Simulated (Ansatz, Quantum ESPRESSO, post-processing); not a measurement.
# Band offsets of the AlP/GaP(110) superlattice, 5 + 5 layers, a = 5.4 Å, part 7 of 7

Aim: valence and conduction offsets of the AlP/GaP(110) superlattice, 5 + 5 layers, a = 5.4 Å from the line-up of mean potentials.

Quantum ESPRESSO 7.5; plane-wave DFT, LDA, GBRV ultrasoft pseudopotentials; cross-check by Ansatz 0.2.0 with PAW datasets.

So far. Step 14 (Projected density of states): The atomic orbitals miss 0.3 % of the occupied states; for empty states the projections can miss much more. Step 18 (Offsets by Ansatz's align-bands): The step of the mean potential differs from pw.x's, since each set of potentials has its own local parts; only the offsets compare.

## 19. All levels side by side

All levels:

| level | valence offset (eV) | conduction offset (eV) | CPU time (s) |
| --- | --- | --- | --- |
| QE LDA GBRV ultrasoft | 0.5272 | 0.5391 | 2865 |
| Ansatz LDA PAW | 0.5416 | 0.5498 | 119.2 |

The times are CPU seconds on a shared host, for the superlattice and both crystals; the codes use unlike cutoffs and datasets, and Ansatz's time holds its run of the superlattice.

## 20. Ground state of bulk GaP, with conv_thr = 0.0001

How much does a setting matter? One run is repeated with a change.

Level of this step: plane-wave DFT, LDA, GBRV ultrasoft pseudopotentials (Quantum ESPRESSO 7.5).

b.w0.in

```
&control
  prefix = 'b.w0'
  outdir = './out'
  pseudo_dir = './pseudo'
  calculation = 'scf'
  tprnfor = .true.
/
&system
  ibrav = 0
  nat = 4
  ntyp = 2
  ecutwfc = 40
  ecutrho = 200
  occupations = 'smearing'
  smearing = 'fd'
  degauss = 0.002
/
&electrons
  conv_thr = 0.0001
  mixing_beta = 0.5
  electron_maxstep = 120
/
ATOMIC_SPECIES
  Ga  69.7230  ga_lda_v1.4.uspp.F.UPF
  P   30.9738  p_lda_v1.5.uspp.F.UPF
CELL_PARAMETERS angstrom
  5.40000000000000 0.00000000000000 0.00000000000000
  0.00000000000000 3.81837661840736 0.00000000000000
  0.00000000000000 0.00000000000000 3.81837661840736
ATOMIC_POSITIONS crystal
  Ga  0.000000000000 0.000000000000 0.000000000000
  P   0.250000000000 0.500000000000 0.000000000000
  Ga  0.500000000000 0.500000000000 0.500000000000
  P   0.750000000000 0.000000000000 0.500000000000
K_POINTS automatic
  6 8 8 0 0 0
```

Command:

```
> OMP_NUM_THREADS=1 mpirun -n 4 pw.x -nk 4 -in b.w0.in > b.w0.out
```

The log of the run:

```text
[banner, memory and clock lines left out]
Program PWSCF v.7.5 starts
[citation notice left out]

[...]
Message from routine setup:
[...]
bravais-lattice index     =            0
     lattice parameter (alat)  =      10.2045  a.u.
     unit-cell volume          =     531.3099 (a.u.)^3
     number of atoms/cell      =            4
     number of atomic types    =            2
     number of electrons       =        48.00
     number of Kohn-Sham states=           29
     kinetic-energy cutoff     =      40.0000  Ry
     charge density cutoff     =     200.0000  Ry
     scf convergence threshold =      1.0E-04
     mixing beta               =       0.5000
     number of iterations used =            8  plain     mixing
     Exchange-correlation=  SLA  PZ   NOGX NOGC
                           (   1   1   0   0   0   0   0)

[...]
PseudoPot. # 1 for Ga read from file:
     ./pseudo/ga_lda_v1.4.uspp.F.UPF
     Pseudo is Ultrasoft + core correction, Zval = 19.0
     Generated by new atomic code, or converted to UPF format
     Using radial grid of  871 points,  6 beta functions with:
                l(1) =   0
                l(2) =   0
                l(3) =   1
                l(4) =   1
                l(5) =   2
                l(6) =   2
     Q(r) pseudized with  8 coefficients,  rinner =    1.250   1.250   1.250
                                                       1.250   1.250

     PseudoPot. # 2 for P  read from file:
     ./pseudo/p_lda_v1.5.uspp.F.UPF
     Pseudo is Ultrasoft + core correction, Zval =  5.0
     Generated by new atomic code, or converted to UPF format
     Using radial grid of  903 points,  6 beta functions with:
                l(1) =   0
                l(2) =   0
                l(3) =   1
                l(4) =   1
                l(5) =   2
                l(6) =   2
     Q(r) pseudized with  8 coefficients,  rinner =    1.300   1.300   1.300
                                                       1.300   1.300

     atomic species   valence    mass     pseudopotential
     Ga               19.00    69.72300     Ga( 1.00)
     P                 5.00    30.97380     P ( 1.00)

      8 Sym. Ops. (no inversion) found

[...]
number of k points=    60  Fermi-Dirac smearing, width (Ry)=  0.0020
[...]
Dense  grid:    25313 G-vectors     FFT dimensions: (  45,  36,  36)

     Smooth grid:    18249 G-vectors     FFT dimensions: (  45,  30,  30)

     Check: negative core charge=   -0.000001

     Initial potential from superposition of free atoms

     starting charge      45.9997, renormalised to      48.0000
     Starting wfcs are   32 randomized atomic wfcs

     per-process dynamical memory:    40.2 Mb

     Self-consistent Calculation

     iteration #  1     ecut=    40.00 Ry     beta= 0.50
     Davidson diagonalization with overlap
     ethr =  1.00E-02,  avg # of iterations =  3.7

     total energy              =    -853.88892602 Ry
     estimated scf accuracy    <      14.26856021 Ry

     iteration #  2     ecut=    40.00 Ry     beta= 0.50
[...]
total energy              =    -860.76961780 Ry
     estimated scf accuracy    <       4.93259489 Ry

     iteration #  3     ecut=    40.00 Ry     beta= 0.50
[...]
total energy              =    -861.14256222 Ry
     estimated scf accuracy    <       0.42688627 Ry

     iteration #  4     ecut=    40.00 Ry     beta= 0.50
[...]
total energy              =    -861.17561460 Ry
     estimated scf accuracy    <       0.03870542 Ry

     iteration #  5     ecut=    40.00 Ry     beta= 0.50
[...]
total energy              =    -861.18650689 Ry
     estimated scf accuracy    <       0.00020018 Ry

     iteration #  6     ecut=    40.00 Ry     beta= 0.50
[...]
c_bands:  2 eigenvalues not converged
     c_bands:  1 eigenvalues not converged
[...]
total energy              =    -861.18680655 Ry
     estimated scf accuracy    <       0.00014451 Ry

     iteration #  7     ecut=    40.00 Ry     beta= 0.50
[...]
End of self-consistent calculation

          k = 0.0000 0.0000 0.0000 (  2277 PWs)   bands (ev):

   -85.8770 -85.8769 -85.8769 -85.8686 -85.8684 -85.8684  -6.9314  -6.8049
    -6.8049  -6.8044  -6.7367  -6.7326  -6.7326  -6.6957  -6.6950  -6.6705
    -4.8842  -1.7407   0.8674   5.0482   5.0482   7.8547   7.8549   7.8549
     9.2983   9.5042   9.6878  11.6358  11.6359

          k = 0.0000 0.0000 0.1768 (  2271 PWs)   bands (ev):

   -85.8770 -85.8768 -85.8768 -85.8686 -85.8683 -85.8683  -6.9262  -6.8160
    -6.8020  -6.7996  -6.7416  -6.7351  -6.7291  -6.6969  -6.6941  -6.6735
    -4.7428  -1.7191   0.9232   4.4527   5.1631   6.6889   7.4322   7.7916
     9.5102  10.3752  10.4643  11.6975  11.7674

[...]
the Fermi energy is     8.5244 ev

!    total energy              =    -861.18683926 Ry
     estimated scf accuracy    <       0.00000267 Ry
     smearing contrib. (-TS)   =      -0.00000000 Ry
     internal energy E=F+TS    =    -861.18683926 Ry

     The total energy is F=E-TS. E is the sum of the following terms:
     one-electron contribution =    -787.38637086 Ry
     hartree contribution      =     410.35898251 Ry
     xc contribution           =    -107.43925379 Ry
     ewald contribution        =    -376.72019711 Ry

     convergence has been achieved in   7 iterations

     Forces acting on atoms (cartesian axes, Ry/au):

     atom    1 type  1   force =     0.00000000    0.00000000    0.00000000
     atom    2 type  2   force =    -0.00002664    0.00000000    0.00000000
     atom    3 type  1   force =     0.00000000    0.00000000    0.00000000
     atom    4 type  2   force =     0.00002664    0.00000000    0.00000000

     Total force =     0.000038     Total SCF correction =     0.001326
     SCF correction compared to forces is large: reduce conv_thr to get better values

[...]
```

It took 15 s on 4 MPI ranks of Arm Neoverse V1, shared host; peak memory 0.37 GiB.

The changed values were drawn from a wide range, not chosen for quality; the comparison shows what they did here together.

Beside the run it was changed from:

| quantity | this run | unchanged run | difference |
| --- | --- | --- | --- |
| free energy (eV) | -11717.04 | -11717.04 | 2.7e-5 |
| wall time (s) | 15 | 19 |  |
| SCF iterations | 7 | 9 |  |

The free energy moves by +0.0068 meV an atom.

## 21. Self-consistent run of bulk GaP, with no degauss

One more run, with a changed input.

b.bad.in

```
&control
  prefix = 'b.bad'
  outdir = './out'
  pseudo_dir = './pseudo'
  calculation = 'scf'
  tprnfor = .true.
/
&system
  ibrav = 0
  nat = 4
  ntyp = 2
  ecutwfc = 40
  ecutrho = 200
  occupations = 'smearing'
  smearing = 'fd'
/
&electrons
  conv_thr = 1e-07
  mixing_beta = 0.5
  electron_maxstep = 50
/
ATOMIC_SPECIES
  Ga  69.7230  ga_lda_v1.4.uspp.F.UPF
  P   30.9738  p_lda_v1.5.uspp.F.UPF
CELL_PARAMETERS angstrom
  5.40000000000000 0.00000000000000 0.00000000000000
  0.00000000000000 3.81837661840736 0.00000000000000
  0.00000000000000 0.00000000000000 3.81837661840736
ATOMIC_POSITIONS crystal
  Ga  0.000000000000 0.000000000000 0.000000000000
  P   0.250000000000 0.500000000000 0.000000000000
  Ga  0.500000000000 0.500000000000 0.500000000000
  P   0.750000000000 0.000000000000 0.500000000000
K_POINTS automatic
  6 8 8 0 0 0
```

Command:

```
> OMP_NUM_THREADS=1 mpirun -n 4 pw.x -nk 4 -in b.bad.in > b.bad.out
```

The log of the run:

```text
[banner, memory and clock lines left out]
Program PWSCF v.7.5 starts

          URL

 %%%%%%%%%%%%%%%%%%%%%%%%%%%%%%%%%%%%%%%%%%%%%%%%%%%%%%%%%%%%%%%%%%%%%%%%%%%%%%
     Error in routine  set_occupations (1):
      smearing requires a value for gaussian broadening (degauss)
 %%%%%%%%%%%%%%%%%%%%%%%%%%%%%%%%%%%%%%%%%%%%%%%%%%%%%%%%%%%%%%%%%%%%%%%%%%%%%%

     stopping ...
[the rest left out]
```

The job ended after 0.49 s (4 MPI ranks; peak memory 0.11 GiB).

The input was rejected at the start.

The program's message: “Error in routine  set_occupations (1): smearing requires a value for gaussian broadening (degauss)”

The change that led to it: system.degauss left out.

The message: “set_occupations (1): smearing requires a value for gaussian broadening (degauss)”. Smearing needs a width: set degauss, in Ry.

## 22. What came out

| Item | Value |
| --- | --- |
| valence top of GaP less that of AlP | 0.53 eV |
| conduction bottom of GaP less that of AlP | 0.54 eV |
| gap of bulk AlP along the path | 1.38 eV |
| gap of bulk GaP along the path | 1.39 eV |
| the valence offset by Ansatz | 0.54 eV |

In words: The valence top of GaP lies 0.53 eV above that of AlP, and its conduction bottom 0.54 eV above (LDA, GBRV ultrasoft). At this level the alignment is staggered (type II). The conduction bottom lies at X in AlP and on the line from Γ to X in GaP. In GaP the L valley lies 0.19 eV higher, near enough that the order hangs on level and lattice constant. The atoms are held on ideal sites, so the interface is not relaxed. The thickness of the layers was not varied. Quantum ESPRESSO and Ansatz give 0.53 and 0.54 eV for the valence offset, which agree. Both crystals are held cubic at a = 5.4 Å, a typed value between or near their lattice constants, which no run here tested; a real film grown on one of them would be clamped in the plane and relax along the normal. Semilocal gaps are too small and can put the valleys in the wrong order, which spoils the conduction offset more than the valence offset. Spin-orbit coupling is left out; depending on the atoms that carry the levels of interest, it can split and shift them by some tens of meV.

Computed beside measured:

| quantity | measured | LDA, GBRV ultrasoft |
| --- | --- | --- |
| valence-band offset (valence top of GaP over that of AlP) (eV) | 0.55 | 0.53 (-0.02 eV) |

Measured values from arxiv:1007.2635 (2010).

**Verdict.** The valence-band offset is off by -0.02 eV: good agreement. The grades are ours: good and fair within 20 and 40 % for the valence-band offset. For valence-band offset the calculation has a static lattice, without zero-point motion or thermal motion.

[Logs are printed without paths, hosts, clocks, repeated set-up lines and the standing remarks that a program may print on its own settings, such as how far it seeks lower states.]

[Hosts, paths, dates, database ids (printed as entryN), source tags and the programs' standing remarks are cut or masked in the printed files.]

[Maps of the electrostatic potential energy from Ansatz leave out the sawtooth potential of an applied field or a dipole correction, so their vacuum need not be flat; planar profiles and work functions include it.]
